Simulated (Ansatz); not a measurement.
Runs of Ansatz 0.2.0 on InAs. It takes space group F-43m (No. 216, cubic). The conventional cell has a = 6.036 Å, b = 6.036 Å, c = 6.036 Å, α = 90.00°, β = 90.00°, γ = 90.00°. In (site symmetry -43m) has 4 As at 2.61 Å as nearest neighbours. As (site symmetry -43m) is surrounded by 4 In at 2.61 Å. 

| task | level | spin | k mesh | cutoff (eV) | smearing | points for each segment of the path | gap on the mesh (eV) | pressure (GPa) |
| --- | --- | --- | --- | --- | --- | --- | --- | --- |
| single point | PBE | off | 8 × 8 × 8 | 420 | gaussian 0.021 eV | - | none | 4.3 |
| single point | PBE | off | 8 × 8 × 8 | 420 | gaussian 0.018 eV | - | none | 4.3 |
| single point | PBE | off | 8 × 8 × 8 | 420 | gaussian 0.016 eV | - | none | 4.3 |
| single point | PBE | off | 8 × 8 × 8 | 420 | gaussian 0.02 eV | - | none | 4.3 |
| single point | PBE | off | 8 × 8 × 8 | 420 | gaussian 0.015 eV | - | none | 4.3 |
| single point | PBE | off | 8 × 8 × 8 | 420 | gaussian 0.014 eV | - | none | 4.3 |
| single point | PBE | off | 8 × 8 × 8 | 420 | gaussian 0.017 eV | - | none | 4.3 |
| band structure | r2SCAN | SOC, no magnetisation | 6 × 6 × 6 | 500 | fermi-dirac 0.05 eV | 14 | (a) | 2.2 |
| single point | PBE | off | 8 × 8 × 8 | 420 | gaussian 0.022 eV | - | none | 4.3 |
| single point | PBE | off | 8 × 8 × 8 | 420 | gaussian 0.019 eV | - | none | 4.3 |
| single point | PBE | off | 8 × 8 × 8 | 420 | gaussian 0.024 eV | - | none | 4.3 |
| single point | PBE | off | 8 × 8 × 8 | 420 | gaussian 0.023 eV | - | none | 4.3 |

Alike in all rows: potentials or basis Ansatz PAW; cell as given.

Question: Fill in the values left out.

Answer: (a) 0.17.

Caveats: this crystal is a semiconductor, whose small gap the functional closes, so the metal is an error of the method (some runs); the PAW data sets come from PBE, with cores solved anew for the run's functional, which leaves a small shift of forces and pressure (some runs).

A k mesh can miss the band edges, and rows without SOC leave out spin-orbit coupling on As, In.

A gap of «none» marks a metal or a gap under the smearing width.
